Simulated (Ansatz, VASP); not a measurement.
## One calculation of MnO, two programs

```
Mn O
1.0
     3.37170    0.00000    0.00000
    -1.68585    2.91998    0.00000
     0.00000    0.00000    5.38550
Mn O
2 2
Direct
  0.33333 0.66667 0.01096
  0.66667 0.33333 0.51096
  0.33333 0.66667 0.37547
  0.66667 0.33333 0.87547
```

Alike in both runs: task single point; functional PBE; k mesh 6 × 6 × 4; occupations gaussian, width 0.05 eV; collinear spin.

|  | VASP | Ansatz |
| --- | --- | --- |
| version | VASP 6.6.1 | Ansatz 0.2.0 |
| potentials or method | VASP PAW PBE potentials, release 64 (Mn_pv, O) | scalar-relativistic, plane waves, PAW |
| plane-wave cutoff (eV) | 520 | 420 |
| valence electrons in the cell | 38 | 42 |

|  | VASP | Ansatz | Ansatz less VASP |
| --- | --- | --- | --- |
| gap on the k mesh at the Fermi level (eV) | none | none | - |
| pressure (GPa) | -0.1 | -0.5 | -0.36 |
| largest component of the traceless stress (GPa) | 0.44 | 0.23 | -0.210 |
| rms of the force components (eV/Å) | 0.066 | 0.051 | -0.0149 |
| net moment per atom (μB) | 0.00 | 0.00 | 0.000 |
| size of the moment on the site where the two differ most (μB) | 4.23 | 3.70 | -0.531 |

Site moments also hang on the region over which each program counts them. Atom by atom the forces differ by 0.015 eV/Å (rms over components). A gap of «none» marks a metal or a gap that the smearing closes. The two sets of potentials don't hold the same shells in valence.

Caveats: semilocal functionals often make such compounds metallic where correlation or magnetic order opens a gap, which also shifts bond lengths. With open d or f shells a metallic result of PBE can be an artefact of self-interaction; +U or a hybrid may open a gap.
